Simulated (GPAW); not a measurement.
BP, 2 atoms in the cell. The structure is cubic, space group F-43m (No. 216). Conventional cell: a = 4.538 Å, b = 4.538 Å, c = 4.538 Å, α = 90.00°, β = 90.00°, γ = 90.00°. P (site symmetry -43m) has 4 B at 1.97 Å as nearest neighbours. B (site symmetry -43m) is surrounded by 4 P at 1.97 Å. 

| Quantity | Value |
| --- | --- |
| Program | GPAW 26.7.0 |
| Task | single point |
| Functional | PBE |
| Potentials or basis | GPAW PAW data sets (gpaw-data 1.2.1) |
| Cutoff | 600 eV |
| Basis | pw |
| k mesh | 8 × 8 × 8 |
| Occupations | fermi-dirac, width 0.05 eV |
| Spin | no spin polarisation |
| Maxiter | 120 |
| Convergence | default |

Potentials or basis: GPAW PAW data sets (gpaw-data 1.2.1), pw.

Launch:

```sh
$ OMP_NUM_THREADS=1 python run.py
```

Hardware: 1 thread of Intel(R) Xeon(R) 6975P-C (Granite Rapids) (shared host).

**Question.** How long does it take, and how much memory?

**Answer.** Run time: 4.4 s on 1 thread of Intel(R) Xeon(R) 6975P-C (Granite Rapids), with other jobs on the host, peak memory 0.12 GiB. Counts: scf iterations 8, plane waves 799, bands 11, k points 29.
